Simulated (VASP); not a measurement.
Wanted: the native input for a VASP 6.6.1 run.

```
Task                   : relaxation of the atoms
Functional             : PBE
Potentials or basis    : VASP PAW PBE potentials, release 64 (Pt)
Cutoff                 : 520 eV
k mesh                 : 18 × 18 × 1
Occupations            : methfessel-paxton, width 0.2 eV
Spin                   : no spin polarisation
Further INCAR settings : ALGO = Normal; EDIFF = 1e-06; IBRION = 2; EDIFFG = -0.005; NSW = 40
```

The structure of Pt lies in POSCAR:

```
Pt
1.0
    2.8057997077      0.0000000000      0.0000000000
    1.4028998539      2.4298938248      0.0000000000
    0.0000000000      0.0000000000     33.3274069452
Pt
9
Direct
    0.3333333333      0.3333333333      0.2250400102
    0.6666666667      0.6666666667      0.2937800077
    0.0000000000      0.0000000000      0.3625200051
    0.3333333333      0.3333333333      0.4312600026
    0.6666666667      0.6666666667      0.5000000000
    0.0000000000      0.0000000000      0.5687399974
    0.3333333333      0.3333333333      0.6374799949
    0.6666666667      0.6666666667      0.7062199923
    0.0000000000      0.0000000000      0.7749599898
```

The cell was built by a generator and needn't be a form met in nature.

One way to write it, as run:

INCAR

```
  PREC = Accurate
  ENCUT = 520
  EDIFF = 1E-6
  ISMEAR = 1
  SIGMA = 0.2
  LREAL = F
  LASPH = T
  NELM = 60
  ALGO = Normal
  ISIF = 2
  LWAVE = F
  LCHARG = F
  GGA = PE
  IBRION = 2
  NSW = 40
  EDIFFG = -0.005
  KPAR = 8
```

KPOINTS

```
regular mesh
0
Gamma
  18 18 1
```

Potentials or basis: VASP PAW PBE potentials, release 64 (Pt).

The run is started by

```bash
$ cat potpaw_PBE.64/Pt/POTCAR > POTCAR
$ mpirun -np 8 vasp_std > vasp.out
```

It gave:

```
Energy gained by relaxing    : 0.5 meV/atom
Ionic steps                  : 16
Largest force after relaxing : 0.003 eV/Å
Band gap on the k mesh       : none (metal or under the smearing width)
```

It took 12 min on 8 MPI ranks on Intel(R) Xeon(R) Platinum 8559C (Emerald Rapids) (shared host), peak memory 0.63 GiB a rank.
